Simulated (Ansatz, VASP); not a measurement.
# Two plane-wave programs on Sr

```
CELL_PARAMETERS angstrom
4.26272 0.00000 0.00000
-2.13136 3.69162 0.00000
0.00000 0.00000 13.97665
ATOMIC_POSITIONS crystal
Sr 0.00000 0.00000 0.00000
Sr 0.33333 0.66667 0.25000
Sr 0.00000 0.00000 0.50000
Sr 0.66667 0.33333 0.75000
```

This isn't the form of Sr at room conditions, which is fcc.

Alike in both runs: task single point; functional PBE; k mesh 12 × 12 × 4; occupations gaussian, width 0.1 eV; no spin polarisation.

|  | VASP | Ansatz |
| --- | --- | --- |
| version | VASP 6.6.1 | Ansatz 0.2.0 |
| potentials or method | VASP PAW PBE potentials, release 64 (Sr_sv) | scalar-relativistic, plane waves, PAW |
| plane-wave cutoff (eV) | 520 | 420 |
| valence electrons in the cell | 40 | 40 |

|  | VASP | Ansatz | Ansatz less VASP |
| --- | --- | --- | --- |
| gap on the k mesh at the Fermi level (eV) | none | none | - |
| pressure (GPa) | 0.0 | 0.0 | -0.01 |

A gap of «none» marks a metal or a gap that the smearing closes. The functional is the same, so the differences come from potentials, cutoffs and numerics.
